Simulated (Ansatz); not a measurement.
A relaxation computed with Ansatz, from input to last step.

```yaml
crystal:
  lattice:
    - [3.0078223042, 0.0, 0.0]
    - [-1.5039111521, 2.6048505255, 0.0]
    - [0.0, 0.0, 12.2793997409]
  atoms:
    - { symbol: Mg, position: [0.0, 0.0, 0.0] }
    - { symbol: O, position: [0.6666666667, 0.3333333333, 0.1] }
    - { symbol: Mg, position: [0.3333333333, 0.6666666667, 0.2] }
    - { symbol: O, position: [0.0, 0.0, 0.3] }
    - { symbol: Mg, position: [0.6666666667, 0.3333333333, 0.4] }
    - { symbol: O, position: [0.0, 0.0, 0.5] }
    - { symbol: Mg, position: [0.3333333333, 0.6666666667, 0.6] }
    - { symbol: O, position: [0.0, 0.0, 0.7] }
    - { symbol: Mg, position: [0.6666666667, 0.3333333333, 0.8] }
    - { symbol: O, position: [0.3333333333, 0.6666666667, 0.9] }
basis:
  ecutwfc: 420
kpoints:
  mp_grid: { grid: [12, 12, 3] }
hamiltonian:
  xc: pbe
scf:
  occupations: { method: gaussian, width: 0.02 }
output:
  forces: true
  stress: true
  eigenvalues: true
  populations: true
relax:
  adjacent_minimum: "off"
  f_tol: 0.01
  max_steps: 45
  cell: { stress_tol: 0.05 }
```

```bash
ansatz run input.yaml --threads 4 --pin off --max-ram 12288MiB --backend cpu --events-out ev --progress --plain --runs-dir out
```

These are results of Ansatz, DFT PBE, scalar-relativistic, plane waves, PAW, not measurements.

Of 8 frames 8 are shown, positions in Å and forces in eV/Å; the SCF threshold varies from step to step. Steps run on the plane waves of an earlier cell, with a Pulay correction in the pressure. The basis is chosen afresh for the last frame, the zero of the energies, and can be on the way; energy and pressure step there, also at an unchanged geometry.

```xyz
10
Lattice="3.0078 0.0000 0.0000 -1.5039 2.6049 0.0000 0.0000 0.0000 12.2794" Properties=species:S:1:pos:R:3:forces:R:3 pbc="T T T" step=1 free_energy_over_end_meV_per_atom=22.59 pressure_GPa=2.69
Mg    0.0000    0.0000    0.0000    0.0000    0.0000    0.0000
O     1.5039    0.8683    1.2279    0.0000    0.0000   -0.0030
Mg    0.0000    1.7366    2.4559    0.0000    0.0000   -0.1980
O     0.0000    0.0000    3.6838    0.0000    0.0000   -1.1250
Mg    1.5039    0.8683    4.9118    0.0000    0.0000   -0.1780
O     0.0000    0.0000    6.1397    0.0000    0.0000    0.0000
Mg    0.0000    1.7366    7.3676    0.0000    0.0000    0.1780
O     0.0000    0.0000    8.5956    0.0000    0.0000    1.1250
Mg    1.5039    0.8683    9.8235    0.0000    0.0000    0.1980
O     0.0000    1.7366   11.0515    0.0000    0.0000    0.0030
10
Lattice="2.9424 0.0000 0.0000 -1.4712 2.5482 0.0000 0.0000 0.0000 12.8929" Properties=species:S:1:pos:R:3:forces:R:3 pbc="T T T" step=2 free_energy_over_end_meV_per_atom=11.74 pressure_GPa=0.93
Mg    0.0000    0.0000    0.0000    0.0000    0.0000    0.0000
O     1.4712    0.8494    1.2569    0.0000    0.0000    0.0020
Mg    0.0000    1.6988    2.5139    0.0000    0.0000    0.1330
O     0.0000    0.0000    3.7800    0.0000    0.0000   -0.0520
Mg    1.4712    0.8494    5.1092    0.0000    0.0000    0.1050
O     0.0000    0.0000    6.4465    0.0000    0.0000    0.0000
Mg    0.0000    1.6988    7.7838    0.0000    0.0000   -0.1050
O     0.0000    0.0000    9.1129    0.0000    0.0000    0.0520
Mg    1.4712    0.8494   10.3791    0.0000    0.0000   -0.1330
O     0.0000    1.6988   11.6360    0.0000    0.0000   -0.0020
10
Lattice="2.9794 0.0000 0.0000 -1.4897 2.5802 0.0000 0.0000 0.0000 12.6206" Properties=species:S:1:pos:R:3:forces:R:3 pbc="T T T" step=3 free_energy_over_end_meV_per_atom=1.12 pressure_GPa=0.67
Mg    0.0000    0.0000    0.0000    0.0000    0.0000    0.0000
O     1.4897    0.8601    1.2348    0.0000    0.0000    0.0010
Mg    0.0000    1.7201    2.4696    0.0000    0.0000    0.0430
O     0.0000    0.0000    3.7085    0.0000    0.0000   -0.2160
Mg    1.4897    0.8601    5.0071    0.0000    0.0000    0.0500
O     0.0000    0.0000    6.3103    0.0000    0.0000    0.0000
Mg    0.0000    1.7201    7.6136    0.0000    0.0000   -0.0500
O     0.0000    0.0000    8.9121    0.0000    0.0000    0.2160
Mg    1.4897    0.8601   10.1510    0.0000    0.0000   -0.0430
O     0.0000    1.7201   11.3858    0.0000    0.0000   -0.0010
10
Lattice="2.9916 0.0000 0.0000 -1.4958 2.5908 0.0000 0.0000 0.0000 12.6042" Properties=species:S:1:pos:R:3:forces:R:3 pbc="T T T" step=4 free_energy_over_end_meV_per_atom=1.00 pressure_GPa=-0.35
Mg    0.0000    0.0000    0.0000    0.0000    0.0000    0.0000
O     1.4958    0.8636    1.2285    0.0000    0.0000    0.0330
Mg    0.0000    1.7272    2.4613    0.0000    0.0000   -0.0900
O     0.0000    0.0000    3.6789    0.0000    0.0000    0.1550
Mg    1.4958    0.8636    4.9999    0.0000    0.0000   -0.1300
O     0.0000    0.0000    6.3021    0.0000    0.0000    0.0000
Mg    0.0000    1.7272    7.6043    0.0000    0.0000    0.1300
O     0.0000    0.0000    8.9253    0.0000    0.0000   -0.1550
Mg    1.4958    0.8636   10.1429    0.0000    0.0000    0.0900
O     0.0000    1.7272   11.3757    0.0000    0.0000   -0.0330
10
Lattice="2.9889 0.0000 0.0000 -1.4944 2.5884 0.0000 0.0000 0.0000 12.5983" Properties=species:S:1:pos:R:3:forces:R:3 pbc="T T T" step=5 free_energy_over_end_meV_per_atom=0.72 pressure_GPa=0.00
Mg    0.0000    0.0000    0.0000    0.0000    0.0000    0.0000
O     1.4944    0.8628    1.2290    0.0000    0.0000    0.0000
Mg    0.0000    1.7256    2.4582    0.0000    0.0000    0.0000
O     0.0000    0.0000    3.6835    0.0000    0.0000   -0.0010
Mg    1.4944    0.8628    4.9932    0.0000    0.0000    0.0030
O     0.0000    0.0000    6.2991    0.0000    0.0000    0.0000
Mg    0.0000    1.7256    7.6051    0.0000    0.0000   -0.0030
O     0.0000    0.0000    8.9147    0.0000    0.0000    0.0010
Mg    1.4944    0.8628   10.1401    0.0000    0.0000    0.0000
O     0.0000    1.7256   11.3693    0.0000    0.0000    0.0000
10
Lattice="2.9889 0.0000 0.0000 -1.4944 2.5884 0.0000 0.0000 0.0000 12.5983" Properties=species:S:1:pos:R:3:forces:R:3 pbc="T T T" step=6 free_energy_over_end_meV_per_atom=0.01 pressure_GPa=0.12
Mg    0.0000    0.0000    0.0000    0.0000    0.0000    0.0000
O     1.4944    0.8628    1.2290    0.0000    0.0000    0.0000
Mg    0.0000    1.7256    2.4582    0.0000    0.0000    0.0000
O     0.0000    0.0000    3.6835    0.0000    0.0000    0.0000
Mg    1.4944    0.8628    4.9932    0.0000    0.0000    0.0030
O     0.0000    0.0000    6.2991    0.0000    0.0000    0.0000
Mg    0.0000    1.7256    7.6051    0.0000    0.0000   -0.0030
O     0.0000    0.0000    8.9147    0.0000    0.0000    0.0000
Mg    1.4944    0.8628   10.1401    0.0000    0.0000    0.0000
O     0.0000    1.7256   11.3693    0.0000    0.0000    0.0000
10
Lattice="2.9887 0.0000 0.0000 -1.4943 2.5883 0.0000 0.0000 0.0000 12.6097" Properties=species:S:1:pos:R:3:forces:R:3 pbc="T T T" step=7 free_energy_over_end_meV_per_atom=0.03 pressure_GPa=-0.01
Mg    0.0000    0.0000    0.0000    0.0000    0.0000    0.0000
O     1.4943    0.8628    1.2304    0.0000    0.0000    0.0000
Mg    0.0000    1.7255    2.4609    0.0000    0.0000   -0.0010
O     0.0000    0.0000    3.6875    0.0000    0.0000   -0.0010
Mg    1.4943    0.8628    4.9982    0.0000    0.0000    0.0000
O     0.0000    0.0000    6.3048    0.0000    0.0000    0.0000
Mg    0.0000    1.7255    7.6115    0.0000    0.0000    0.0000
O     0.0000    0.0000    8.9222    0.0000    0.0000    0.0010
Mg    1.4943    0.8628   10.1488    0.0000    0.0000    0.0010
O     0.0000    1.7255   11.3793    0.0000    0.0000    0.0000
10
Lattice="2.9887 0.0000 0.0000 -1.4943 2.5883 0.0000 0.0000 0.0000 12.6097" Properties=species:S:1:pos:R:3:forces:R:3 pbc="T T T" step=8 free_energy_over_end_meV_per_atom=0.00 pressure_GPa=0.00
Mg    0.0000    0.0000    0.0000    0.0000    0.0000    0.0000
O     1.4943    0.8628    1.2304    0.0000    0.0000    0.0000
Mg    0.0000    1.7255    2.4609    0.0000    0.0000   -0.0010
O     0.0000    0.0000    3.6875    0.0000    0.0000   -0.0010
Mg    1.4943    0.8628    4.9982    0.0000    0.0000    0.0000
O     0.0000    0.0000    6.3048    0.0000    0.0000    0.0000
Mg    0.0000    1.7255    7.6115    0.0000    0.0000    0.0000
O     0.0000    0.0000    8.9222    0.0000    0.0000    0.0010
Mg    1.4943    0.8628   10.1488    0.0000    0.0000    0.0010
O     0.0000    1.7255   11.3793    0.0000    0.0000    0.0000
```

It took 22 s on 4 threads of Arm Neoverse V2, with other jobs on the host, peak memory 0.52 GiB.